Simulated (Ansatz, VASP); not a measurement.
One calculation of Pd, two programs

```
Pd
1.0
     2.78367    0.00000    0.00000
    -1.39183    2.41072    0.00000
     0.00000    0.00000    4.62889
Pd
2
Direct
  0.33333 0.66667 0.25000
  0.66667 0.33333 0.75000
```

This isn't the form of Pd at room conditions, which is fcc.

Alike in both runs: task relaxation of cell and atoms; functional PBEsol; dispersion D4; k mesh 11 × 11 × 6; occupations fermi-dirac, width 0.05 eV; no spin polarisation.

```csv
,VASP,Ansatz
version,VASP 6.6.1,Ansatz 0.2.0
potentials or method,"VASP PAW PBE potentials, release 64 (Pd)",Ansatz PAW
plane-wave cutoff (eV),600,420
valence electrons in the cell,20,36
```

|  | VASP | Ansatz | Ansatz less VASP |
| --- | --- | --- | --- |
| gap on the k mesh at the Fermi level, each at its own relaxed structure (eV) | none | none | - |
| relaxed volume (Å³/atom) | 14.39 | 14.41 | +0.018 |
| relaxed cell length with the largest relative difference (Å) | 4.516 | 4.522 | +0.0060 |
| energy change over the relaxation (meV/atom) | -51 | -49 | +2.3 |

A gap of «none» marks a metal or a gap that the smearing closes. The two sets of potentials don't hold the same shells in valence.

Caveats: pairwise dispersion overbinds metals, which lowers pressure and volume; the PAW data sets were made with another functional, which shifts forces and pressure a little (VASP); the plane-wave basis is chosen anew once the cell has moved, so the energies of steps on either side of that aren't comparable (Ansatz); the PAW data sets come from PBE, with cores solved anew for the run's functional, which leaves a small shift of forces and pressure (Ansatz).
